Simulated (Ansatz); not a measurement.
Method: DFT PBE, scalar-relativistic, plane waves, PAW in Ansatz. All cells share a 420 eV cutoff and Γ-centred k meshes spaced at most about 0.3 Å⁻¹ (about 0.25 or finer for metals, 2π included). No spin polarisation.

All energies are static (0 K, no zero-point motion). All are two-dimensional sheets, periodic along a and b, with vacuum along c.

**Question.** Which of these relaxed structures of Ta is the lowest in energy?
A.

```xyz
2
Lattice="2.7147 0.0000 0.0000 0.0000 2.7147 0.0000 0.0000 0.0000 29.0390" Properties=species:S:1:pos:R:3 pbc="T T F"
Ta    1.3573    1.3573    9.3123
Ta    1.3573    1.3573    6.6877
```

B.

```xyz
2
Lattice="2.7190 0.0000 0.0000 0.0000 2.7190 0.0000 0.0000 0.0000 28.4866" Properties=species:S:1:pos:R:3 pbc="T T F"
Ta    2.7190    1.3595    8.6211
Ta    1.3595    0.0000    6.3789
```

**Answer.** B. The other, A, lies 0.68 eV/atom higher. Forms: B p4/nmm; A p4/mmm. Counting all near atoms (those within 1.25 times the shortest distance at each site): B has Ta 8; A has Ta 5. Both come from invented guesses.

Spin–orbit coupling, which can matter for Ta, is left out. Cells relaxed within their symmetry can be saddle points. Some candidate types were left out of the draw beforehand, so a known form may be missing.
